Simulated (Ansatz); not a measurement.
Crystal: As.

```xyz
2
Lattice="1.8808 1.0859 3.5141 -1.8808 1.0859 3.5141 0.0000 -2.1718 3.5141" Properties=species:S:1:pos:R:3 pbc="T T T"
As    0.0000    0.0000    2.3825
As    0.0000    0.0000    8.1597
```

- Program: Ansatz 0.2.0
- Task: relaxation of cell and atoms
- Functional: LDA
- Potentials or basis: Ansatz PAW
- Cutoff: 420 eV (not typed: the program's choice for these potentials)
- k mesh: 9 × 9 × 9
- Occupations: fermi-dirac, width 0.05 eV
- Spin: no spin polarisation

At the start: volume 21.53 Å³/atom.

Where does the relaxation end?

It ends after 6 steps and the volume is 20.40 Å³/atom (-5.3 %); space group R-3m (No. 166, to 0.05 Å).

The path:
```csv
step,energy change (eV),largest force (eV/Å),volume (Å³)
1,0.0000,0.2614,43.06
2,-0.0039,0.2195,39.54
3,-0.0241,0.0725,40.96
4,-0.0264,0.0247,40.92
5,-0.0265,0.0041,40.79
6,-0.0261,0.0042,40.79
```

Final structure:
```xyz
2
Lattice="1.8808 1.0859 3.3288 -1.8808 1.0859 3.3288 0.0000 -2.1718 3.3288" Properties=species:S:1:pos:R:3 pbc="T T T"
As    0.0000    0.0000    2.3001
As    0.0000    0.0000    7.6862
```

Caveat: the plane-wave basis is chosen anew once the cell has moved, so the energies of steps on either side of that aren't comparable; the PAW data sets come from PBE, with cores solved anew for the run's functional, which leaves a small shift of forces and pressure.
